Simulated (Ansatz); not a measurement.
Runs of Ansatz 0.2.0 on Ge. Symmetry: I4_1/amd, No. 141, tetragonal system. The conventional cell has a = 5.149 Å, b = 5.149 Å, c = 2.795 Å, α = 90.00°, β = 90.00°, γ = 90.00°. Around Ge (site symmetry -4m2) lie 6 Ge at 2.67 to 2.79 Å. This isn't the form of Ge at room conditions, which is diamond.

```csv
task,level,cell,k mesh,cutoff (eV),smearing,points for each segment of the path,q mesh,mesh quality,gap on the mesh (eV),pressure (GPa),relaxed volume (Å³/atom)
single point,LDA,as given,11 × 11 × 11,420,gaussian 0.1 eV,-,-,not flagged,none,-2.5,-
relaxation of cell and atoms,BLYP,relaxed,11 × 11 × 11,420,fermi-dirac 0.05 eV,-,-,not flagged,-,0.0,(a)
band structure,r2SCAN,as given,11 × 11 × 11,500,fermi-dirac 0.05 eV,14,-,not flagged,none,0.6,-
phonons,LDA,as given,8 × 8 × 8,420,fermi-dirac 0.05 eV,8,2 × 2 × 2,not flagged,none,-,-
relaxation of cell and atoms,HF,relaxed,6 × 6 × 6,420,fermi-dirac 0.05 eV,-,-,coarse,none,0.0,19.49
```

Alike in all rows: potentials or basis Ansatz PAW; no spin polarisation.

Q: Fill in the values left out.

A: (a) 21.29.

Caveats: some runs use coarse meshes; the PAW data sets come from PBE, with cores solved anew for the run's functional, which leaves a small shift of forces and pressure; the plane-wave basis is chosen anew once the cell has moved, so the energies of steps on either side of that aren't comparable (some runs).

A k mesh can miss the band edges, and the runs leave out spin-orbit coupling on Ge.

A gap of «none» marks a metal or a gap under the smearing width.

Runs at the PBE level aren't shown here.
